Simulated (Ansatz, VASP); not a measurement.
**NaH in VASP and in Ansatz**

Contents of INCAR:

```
SYSTEM = NaH
PREC = Accurate
ENCUT = 520
EDIFF = 1E-6
ISMEAR = -1
SIGMA = 0.02
LREAL = .FALSE.
LASPH = .TRUE.
NELM = 100
ALGO = Normal
ISIF = 2
LWAVE = .FALSE.
LCHARG = .FALSE.
GGA = PE
NBANDS = 16
```

The input KPOINTS:

```
Automatic mesh
0
G
  12 12 6
  0 0 0
```

File POSCAR:

```
NaH
1.0
    3.7556174745      0.0000000000      0.0000000000
   -1.8778087372      3.2524601398      0.0000000000
    0.0000000000      0.0000000000      4.5868776986
Na H
2 2
Direct
    0.3333333333      0.6666666667     -0.0625000000
    0.6666666667      0.3333333333      0.4375000000
    0.3333333333      0.6666666667      0.4375000000
    0.6666666667      0.3333333333      0.9375000000
```

Input for Ansatz:

```yaml
crystal:
  lattice:
    - [3.7556174745, 0.0, 0.0]
    - [-1.8778087372, 3.2524601398, 0.0]
    - [0.0, 0.0, 4.5868776986]
  atoms:
    - { symbol: Na, position: [0.3333333333, 0.6666666667, -0.0625] }
    - { symbol: Na, position: [0.6666666667, 0.3333333333, 0.4375] }
    - { symbol: H, position: [0.3333333333, 0.6666666667, 0.4375] }
    - { symbol: H, position: [0.6666666667, 0.3333333333, 0.9375] }
kpoints:
  mp_grid: { grid: [12, 12, 6] }
  band_path:
    path:
      - [0.0, 0.0, 0.0]
      - [0.5, 0.0, 0.0]
      - [0.3333333333, 0.3333333333, 0.0]
      - [0.0, 0.0, 0.5]
      - [0.5, 0.0, 0.5]
      - [0.3333333333, 0.3333333333, 0.5]
      - [0.3, 0.3, 0.0]
      - [-0.104167, 0.203125, 0.0]
    npoints: 1
hamiltonian:
  xc: pbe
scf:
  occupations: { method: fermi_dirac, width: 0.02 }
  n_extra_bands: 5
output:
  forces: true
  stress: true
  eigenvalues: true
  write_density: true
  write_potential: true
  elf: true
  volumetric_format: npy
```

Change from the starting cell: hydrostatic strain -5.0%.

Alike in both runs: task single point; functional PBE; k mesh 12 × 12 × 6; occupations fermi-dirac, width 0.02 eV; no spin polarisation.

|  | VASP | Ansatz |
| --- | --- | --- |
| version | VASP 6.6.1 | Ansatz 0.2.0 |
| potentials or method | VASP PAW PBE potentials, release 64 (Na_pv, H) | plane waves, PAW |
| plane-wave cutoff (eV) | 520 | 420 |
| valence electrons in the cell | 16 | 20 |

```csv
,VASP,Ansatz,Ansatz less VASP
gap on the k mesh at the Fermi level (eV),3.36,3.36,0.000
pressure (GPa),4.5,4.5,0.00
largest component of the traceless stress (GPa),0.23,0.24,+0.011
```

The functional is the same, so the differences come from potentials, cutoffs and numerics. The two sets of potentials don't hold the same shells in valence.

A k mesh can miss the band edges.
